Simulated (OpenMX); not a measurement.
Zn: equation of state with LDA

Zn:

```xyz
2
Lattice="2.6700 0.0000 0.0000 -1.3350 2.3123 0.0000 0.0000 0.0000 4.9660" Properties=species:S:1:pos:R:3 pbc="T T T"
Zn    1.3350    0.7708    3.7245
Zn    0.0000    1.5415    1.2415
```

| Property | Result |
| --- | --- |
| Program | OpenMX 3.8.5 |
| Task | equation of state |
| Functional | LDA |
| Potentials or basis | OpenMX 2013 LDA set, Zn6.0H-s3p2d2, fixed grid of 32 × 32 × 64 points |
| k mesh | 11 × 11 × 7 |
| Occupations | fermi-dirac, width 0.05 eV |
| Spin | no spin polarisation |
| Mixing scheme | rmm-diisk |
| SCF threshold | 1e-08 Ha |
| Solver | band |
| Grid points, held for all volumes | 32 × 32 × 64 |

```json
{"Equilibrium volume": "13.60 Å³/atom (rough: see the caveat)", "Bulk modulus at fixed shape and positions": "114 GPa (rough)"}
```

Energy against volume, from the lowest point:
```
volume (Å³/atom)  energy (meV/atom)
          14.410               0.00
          14.716              12.34
          15.023              27.67
          15.330              45.73
          15.636              65.64
          15.943              87.57
          16.249             111.25
```

Caveat: the minimum lies outside the volumes run; volumes in these bases differ from converged ones by about 1 %, for some elements by several; the cell was scaled at fixed shape and fractional positions, which overstates the stiffness of a crystal with free parameters, most of all of layers and chains; the basis of atomic orbitals isn't converged, which shifts pressures, moduli and gaps.
